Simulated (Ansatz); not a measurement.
Runs of Ansatz 0.2.0 on Gd. Symmetry: Fm-3m, No. 225, cubic system. Conventional cell: a = 5.172 Å, b = 5.172 Å, c = 5.172 Å, α = 90.00°, β = 90.00°, γ = 90.00°. Gd (site symmetry m-3m) is surrounded by 12 Gd at 3.66 Å. This isn't the form of Gd at room conditions, which is hcp.

| spin | fixed moment (μB) | pressure (GPa) | moment (μB) |
| --- | --- | --- | --- |
| collinear, ferromagnetic start | 3.5 | (b) | 3.50 |
| collinear, ferromagnetic start | 1.8 | (a) | 1.80 |
| collinear, program default start | 0.0 | -2.7 | 0.00 |
| collinear, ferromagnetic start | 10.5 | (c) | 10.50 |
| collinear, ferromagnetic start | 5.2 | 2.0 | 5.20 |
| collinear, ferromagnetic start | 14.0 | 6.4 | 14.00 |
| collinear, ferromagnetic start | 8.8 | 1.3 | 8.80 |
| collinear, ferromagnetic start | 7.0 | -1.6 | 7.00 |

Alike in all rows: task single point; level PBE; potentials or basis Ansatz PAW; cell as given; k mesh 8 × 8 × 8; cutoff (eV) 420; smearing fermi-dirac 0.05 eV.

Q: Estimate the missing entries.

A: (a) 4.1; (b) 4.2; (c) 0.8.

Caveats: the total moment is fixed, so each spin has its own Fermi level; the thresholds are loose for stress.
